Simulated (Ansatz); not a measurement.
```
Li H
1.0
     0.00000    2.00031    2.00031
     2.00031    0.00000    2.00031
     2.00031    2.00031    0.00000
Li H
1 1
Direct
  0.00000 0.00000 0.00000
  0.50000 0.50000 0.50000
```

RPA correlation and exact exchange on PBE orbitals, JTH PAW set (Ansatz); 4×4×4 mesh, wave cutoff 700 eV, correlation extrapolated to infinite response cutoff from cutoffs up to 280 eV, 4 electrons, all correlated, 110 empty bands, long-wavelength term: optical limit. The band count ends below the top response cutoff.

The cell is then scaled evenly to 1.128 times this volume.

Energy change of the cell: PBE +0.018 eV (mean pressure -1.4 GPa); the Hartree-Fock expression on these orbitals -0.015 eV (mean pressure +1.2 GPa).

What change follows for RPA correlation and the RPA total?

RPA correlation: +0.048 eV (mean pressure -3.7 GPa). The RPA total: +0.033 eV (mean pressure -2.6 GPa).

The program warned that its long-wavelength term hit its cap. This ran on a trial build of the method. The cell is a model at fixed atoms and needn't be the relaxed known crystal. The correlation step scatters with the plane-wave count, here by about 0.01 eV. The mesh is coarse, so these steps aren't converged.
